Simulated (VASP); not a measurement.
## CdTe: single point with RPBE

**What was measured.**

From a printed reference work, data compilation, for a bulk crystal of CdTe at 0 K: band gap 1.607 eV.

The system is CdTe.

```
Te Cd
1.0
     0.00000    3.36124    3.36124
     3.36124    0.00000    3.36124
     3.36124    3.36124    0.00000
Te Cd
1 1
Direct
  0.75000 0.75000 0.75000
  0.00000 0.00000 0.00000
```

- Program: VASP 6.6.1
- Task: single point
- Functional: RPBE
- Potentials or basis: VASP PAW PBE potentials, release 64 (Te, Cd)
- Cutoff: 520 eV
- k mesh: 7 × 7 × 7
- Occupations: fermi-dirac, width 0.05 eV
- Spin: no spin polarisation

The pressure is 0.0 GPa and the band gap on the k mesh is 0.59 eV, direct.

Levels at points of the mesh, in eV from the valence-band top:
| k point | band 7 | band 8 | band 9 | band 10 | band 11 | band 12 |
| --- | --- | --- | --- | --- | --- | --- |
| (0.00, 0.00, 0.00) | 0.00 | 0.00 | 0.00 | 0.59 | 4.72 | 4.72 |

Run time: 14 s on 1 thread of AMD EPYC 9R45 96-Core Processor (Zen 5), with other jobs on the host, peak memory 0.18 GiB.

A measured gap of CdTe is 1.607 eV (0 K; a printed reference work, data compilation); the calculated 0.59 eV misses it by -1.01 eV. So large a miss can be the level of theory's own, or it may mean another phase, state or a wrong row. Spin-orbit coupling on Cd, Te is left out. The value is that of RPBE, without temperature or zero-point motion. Semilocal functionals fall short of measured gaps as a rule.

Caveat: the PAW data sets were made with another functional, which shifts forces and pressure a little; spin-orbit coupling is left out, which moves the levels of the heavy elements.
